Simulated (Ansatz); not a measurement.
# WC (Qusongite) under changes of volume

One of the cells (10.376 Å³/atom); the others are scaled copies at fixed shape and fractional positions:

```xyz
2
Lattice="2.9065 0.0000 0.0000 -1.4532 2.5171 0.0000 0.0000 0.0000 2.8366" Properties=species:S:1:pos:R:3 pbc="T T T"
W     0.0000    0.0000    0.0000
C     1.4533    0.8390    1.4183
```

| Property | Result |
| --- | --- |
| Program | Ansatz 0.2.0 |
| Functional | PBEsol |
| Potentials or basis | Ansatz PAW earlier set |
| Cutoff | 820 eV (not typed: the program's choice for these potentials) |
| k mesh | 10 × 10 × 9 |
| Occupations | fermi-dirac, width 0.05 eV |
| Spin | no spin polarisation |

| volume (Å³/atom) | energy over the lowest point (meV/atom) | pressure (GPa) |
| --- | --- | --- |
| 9.754 | 38.63 | 24.6 |
| 9.961 | 13.49 | 14.3 |
| 10.169 | ? | ? |
| 10.376 | 0.00 | -3.3 |
| 10.584 | 9.24 | -10.8 |
| 10.791 | 27.71 | -17.6 |
| 10.999 | 54.49 | -23.6 |

Problem. What does the run at 10.169 Å³/atom give?

Solution. Energy over the lowest point 1.03 meV/atom; pressure 5.0 GPa.

Worked out: A Birch-Murnaghan fit of order 3 (a polynomial in V^(-2/3)) to the other rows has its minimum at 10.29 Å³/atom with B0 = V·E''(V) = 411 GPa and B' = 4.4 at fixed shape and positions, which overstates the stiffness. It gives 1.00 meV/atom at 10.169 Å³/atom, against the run's 1.03, and -dE/dV = 5.0 GPa, against 5.0.

Energies are extrapolated to zero smearing.

Caveats: the PAW data sets come from PBE, with cores solved anew for the run's functional, which leaves a small shift of forces and pressure.
